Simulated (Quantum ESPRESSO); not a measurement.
## TiSi under changes of volume

One of the cells (14.630 Å³/atom); the others are scaled copies at fixed shape and fractional positions:

```
CELL_PARAMETERS angstrom
1.81618 -2.11762 0.00000
1.81618 2.11762 0.00000
0.00000 0.00000 3.80393
ATOMIC_POSITIONS crystal
Ti 0.50000 0.50000 0.00000
Si 0.00000 0.00000 0.50000
```

The cell comes from a database or a generator and needn't be the stable form of this composition.

| Item | Value |
| --- | --- |
| Program | Quantum ESPRESSO 7.5 |
| Functional | LDA |
| Potentials or basis | GBRV 1.5 LDA |
| Cutoff | 612 eV |
| Density cutoff | 4898 eV |
| k mesh | 10 × 10 × 7 |
| Occupations | fermi-dirac, width 0.05 eV |
| Spin | no spin polarisation |

| volume (Å³/atom) | energy over the lowest point (meV/atom) | pressure (GPa) |
| --- | --- | --- |
| 13.752 | 0.00 | 0.8 |
| 14.045 | 1.35 | -2.3 |
| 14.337 | 8.22 | -5.2 |
| 14.630 | 20.11 | -7.8 |
| 14.922 | 36.51 | -10.1 |
| 15.215 | 56.96 | -12.2 |
| 15.508 | ? | ? |

**Question.** What does the run at 15.508 Å³/atom give?

**Answer.** Energy over the lowest point 81.05 meV/atom; pressure -14.1 GPa.

Worked out: A Birch-Murnaghan fit of order 3 (a polynomial in V^(-2/3)) to the other rows has its minimum at 13.83 Å³/atom with B0 = V·E''(V) = 155 GPa and B' = 4.0 at fixed shape and positions, which overstates the stiffness. It gives 81.10 meV/atom at 15.508 Å³/atom, against the run's 81.05, and -dE/dV = -14.1 GPa, against -14.1.

Energies are extrapolated to zero smearing.
